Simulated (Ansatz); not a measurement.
TiAl₃ films: biaxial stress and wafer bow

Plane-wave DFT in Ansatz, PBEsol, scalar-relativistic PAW potentials, cutoff 420 eV, no spin-orbit coupling; no spin polarisation. TiAl₃ in space group Pm-3m, a structure that wasn't matched to a measured phase, strained equally along a and b of the conventional cell, with c and the atoms relaxed within the symmetry (a film with c along the normal). Stress is the in-plane mean, tension positive.

| strain (%) | stress (GPa) | E − E(0) (meV/atom) |
| --- | --- | --- |
| -6.0 | -16.62 | 88.1 |
| -4.0 | -10.32 | 36.9 |
| -2.0 | ? | 8.7 |
| +0.0 | -0.03 | 0.0 |
| +2.0 | 3.97 | 7.8 |
| +4.0 | 7.29 | 29.9 |
| +6.0 | 9.86 | 63.5 |

Task: Fit the stress, get the biaxial modulus and predict the missing row.

Result: A parabola through the given rows is σ = -0.04 + 2.204 ε -0.0926 ε² GPa (ε in %), so M = dσ/dε = 220 GPa at zero. It predicts -4.82 GPa at -2.0 %; the run gave -4.70 GPa. The miss is 0.12 GPa, so the fit holds. The negative square term means that the film is stiffer in compression than in tension. The energies check it: E/V = Mε² at small strain, and a cubic fit with V = 15.39 Å³/atom gives M = 219 GPa, in agreement.

Task: How much does a 100 nm film at +0.5 % strain bow a 300 mm Si(001) wafer 775 μm thick?

Result: The fit, without its small constant, gives σ = 1.08 GPa. Stoney's formula, κ = 6σt_f/(M_s t_s²) with M_s = 180.5 GPa for Si(001) (literature), gives |κ| = 5.98×10⁻³ m⁻¹ and a bow κr²/2 = 67.2 μm at r = 150 mm, with the film side concave (tension pulls the edges up). This assumes a single-crystal or fully textured, unrelaxed film at 0 K.

The cell has no gap in any row, so the stresses hang on mesh and smearing.

Cost: about 6.6 core-minutes for the runs cited, on Arm Neoverse V2 (shared hosts).

This form isn't the usual stable structure of the compound.